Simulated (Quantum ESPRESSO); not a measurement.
BaTe in Quantum ESPRESSO: the effect of functional

BaTe:

```
CELL_PARAMETERS angstrom
0.00000 3.41000 3.41000
3.41000 0.00000 3.41000
3.41000 3.41000 0.00000
ATOMIC_POSITIONS crystal
Ba 0.00000 0.00000 0.00000
Te 0.50000 0.50000 0.50000
```

Alike in all runs:

```yaml
Program: Quantum ESPRESSO 7.5
Task: dielectric tensor
Cutoff: 1088 eV
Density_cutoff: 4354 eV
k_mesh: 4 × 4 × 4, shifted
Occupations: fermi-dirac, width 0.05 eV
Spin: no spin polarisation
```

| functional | potentials or basis | pressure (GPa) | dielectric constant (mean) |
| --- | --- | --- | --- |
| LDA | PseudoDojo 0.4.1 SR LDA standard | ? | ? |
| PBE | PseudoDojo 0.4.1 SR PBE standard | 4.0 | 6.38 |
| PBEsol | PseudoDojo 0.4.1 SR PBEsol standard | 2.1 | 6.53 |
| WC | PseudoDojo 0.4.1 SR PBE standard | 2.1 | 6.55 |
| BLYP | PseudoDojo 0.4.1 SR PBE standard | 6.2 | 6.08 |
| AM05 | PseudoDojo 0.4.1 SR PBE standard | 2.7 | 6.42 |

**Question.** What does the run with functional LDA give?

**Answer.** Pressure 0.9 GPa; dielectric constant 6.54 mean.

Caveats: this release of the barium file is off; the potentials were made for another functional, which shifts forces and pressure (some runs); the cell is more than 3 GPa from zero pressure, which shifts response properties (some runs).
